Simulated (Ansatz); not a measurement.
# Al₃GaN₄: a vibration from a frozen displacement

Method: DFT r2SCAN, scalar-relativistic, plane waves, PAW in Ansatz. Settings: plane waves to 500 eV, k-mesh 6×6×6 (Γ-centred), Gaussian smearing 0.05 eV. No spin polarisation. Energies are free energies at this smearing, counted from the undisturbed cell; pressure is positive in compression.

Reference structure (relaxed at this level; it needn't be the usual structure):

```
Al Ga N
1.0
     4.40124    0.00000    0.00000
     0.00000    4.40124    0.00000
     0.00000    0.00000    4.40124
Al Ga N
3 1 4
Direct
  0.50000 0.50000 0.00000
  0.50000 0.00000 0.50000
  0.00000 0.50000 0.50000
  0.00000 0.00000 0.00000
  0.74446 0.74446 0.25554
  0.74446 0.25554 0.74446
  0.25554 0.74446 0.74446
  0.25554 0.25554 0.25554
```

Atom 4 (Ga) is moved by x along the Cartesian unit vector (0.707, 0.707, 0.000); the cell and all other atoms stay fixed. The cell's volume is 85.26 Å³; the moved atoms weigh 69.723 u together and the others 136.973 u. Some rows repeat others by symmetry and weren't run.

```
  x (Å)  ΔE (meV/cell) total force on the moved atoms along the move (eV/Å) pressure (GPa)
-0.2000         387.80                                                3.9759          1.3603
-0.1667         267.33                                                3.2641          0.9398
-0.1333         169.85                                                2.5774          0.5982
-0.1000          95.11                                                1.9144          0.3355
-0.0667          42.16                                                1.2678          0.1489
-0.0333          10.49                                                0.6302          0.0372
 0.0000           0.00                                                0.0000          0.0001
 0.0333          10.49                                               -0.6302          0.0372
 0.0667          42.16                                               -1.2678          0.1489
 0.1000          95.11                                               -1.9144          0.3355
 0.1333         169.85                                               -2.5774          0.5982
 0.1667         267.33                                               -3.2641          0.9398
 0.2000         387.80                                               -3.9759          1.3603
```

Problem. What frequency belongs to this motion?

Solution. The force constant is k = −dF/dx = 18.924 eV/Å², from the parabola through x = -0.0333, 0 and 0.0333. In every cell the moved atoms swing against the rest, so the mass is μ = m₁m₂/(m₁ + m₂) = 46.204 u, and ν̃ = 521.5 cm⁻¹ × √(|k|/μ) = 334 cm⁻¹. The pattern needn't be a normal mode: ν̃² is then a weighted mean of the squared nonzero frequencies at the zone centre of this cell, taken without macroscopic field, so it lies between the lowest and the highest of them.

Problem. How far does the harmonic law reach?

Solution. At x = -0.200 Å, kx²/2 = 378.48 meV against the computed 387.80 meV (+2.5 %): the well is still close to harmonic there.

Problem. The pressure changes with x². What does that say about the frequency under compression?

Solution. With E = k(V)x²/2, k ∝ V^(−2γ) and x scaling with the cell as V^(1/3), P − P0 = −∂E/∂V = (2γ − 2/3) ΔE/V. At x = 0.0667 Å, V(P − P0) = 85.26 × 0.14882 / 160.2 eV = 79.19 meV and ΔE = 42.16 meV, so γ = 1/3 + V(P − P0)/(2ΔE) = 1.27. This is the Grüneisen parameter of the motion under uniform scaling of the cell: shrinking the cell evenly by 1 % in volume raises the frequency by about 1.27 %.